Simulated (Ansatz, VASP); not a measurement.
Two plane-wave programs on Ge

```
Ge
1.0
    -0.02821    2.10200    2.11346
     2.07162   -0.03255    2.11780
     2.04296    2.07768   -0.00389
Ge
1
Direct
  0.00000 0.00000 0.00000
```

This isn't the form of Ge at room conditions, which is diamond.

Alike in both runs: functional r2SCAN; k mesh 6 × 6 × 6; occupations fermi-dirac, width 0.05 eV; no spin polarisation.

|  | VASP | Ansatz |
| --- | --- | --- |
| version | VASP 6.6.1 | Ansatz 0.2.0 |
| potentials or method | VASP PAW PBE potentials, release 64 (Ge_d) | Ansatz PAW |
| plane-wave cutoff (eV) | 520 | 500 |
| valence electrons in the cell | 14 | 14 |
| task | single point | projected density of states |

|  | VASP | Ansatz | Ansatz less VASP |
| --- | --- | --- | --- |
| gap on the k mesh at the Fermi level (eV) | none | none | - |
| pressure (GPa) | 4.4 | 4.6 | +0.18 |
| largest component of the traceless stress (GPa) | 6.05 | 6.05 | +0.007 |

A gap of «none» marks a metal or a gap that the smearing closes. The functional is the same, so the differences come from potentials, cutoffs and numerics.

Caveats: the k mesh is coarse (spacing up to 0.44 Å⁻¹), so the values aren't converged; the PAW data sets were made with another functional, which shifts forces and pressure a little (VASP); the PAW data sets come from PBE, with cores solved anew for the run's functional, which leaves a small shift of forces and pressure (Ansatz); the density of states is complete only up to the lowest level of the last band computed (Ansatz).
